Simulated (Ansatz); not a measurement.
Field gradients at the nuclei of SnTe

```
CELL_PARAMETERS angstrom
5.43593 0.00000 0.00000
-2.71797 4.70766 0.00000
0.00000 0.00000 6.52823
ATOMIC_POSITIONS crystal
Sn 0.33333 0.66667 0.95362
Sn 0.66667 0.33333 0.45362
Te 0.33333 0.66667 0.42238
Te 0.66667 0.33333 0.92238
```

Atom numbers follow the list: Sn1, Sn2, Te3, Te4.

The structure comes from a relaxation in the same program, started in the wurtzite type, and has space group P6_3mc. Whether it is a known phase or the ground state wasn't checked.

All numbers are computed: DFT, PBE, all-electron PAW with datasets made for the crystal, scalar-relativistic (Ansatz 0.2.0); DFT, PBE, PAW with Ansatz's default frozen-core files, scalar-relativistic (Ansatz 0.2.0).

For the crystal-made all-electron datasets (AE datasets): a Γ-centred 9×9×5 k mesh, Fermi–Dirac smearing of 0.05 eV, cutoff 240 eV (chosen by the program for this cell), no spin polarisation. PAW takes a cutoff of 420 eV at this cell. The Ansatz runs share mesh, smearing and spin set-up.

No spin–orbit coupling: at heavy atoms the gradients can be off by tens of per cent for that reason.

Vzz is the principal value of largest size of the traceless field-gradient tensor, in 10²¹ V/m², and η = (Vxx − Vyy)/Vzz with |Vzz| ≥ |Vyy| ≥ |Vxx|.

```json
{"site": "Sn1", "site symmetry": "3m.", "Vzz (η), AE datasets": "-2.09 (η = 0.00)", "Vzz (η), PAW": "-2.06 (η = 0.00)"}
{"site": "Te3", "site symmetry": "3m.", "Vzz (η), AE datasets": "1.19 (η = 0.00)", "Vzz (η), PAW": "1.22 (η = 0.00)"}
```

(1) With Q(Sn-119, excited state) = -0.132 b and Eγ = 23.875 keV, what Mössbauer quadrupole splitting follows at Sn1 from AE datasets?

Answers

(1) ΔEQ = (eQVzz/2)(1 + η²/3)^½ c/Eγ = 0.17 mm/s.
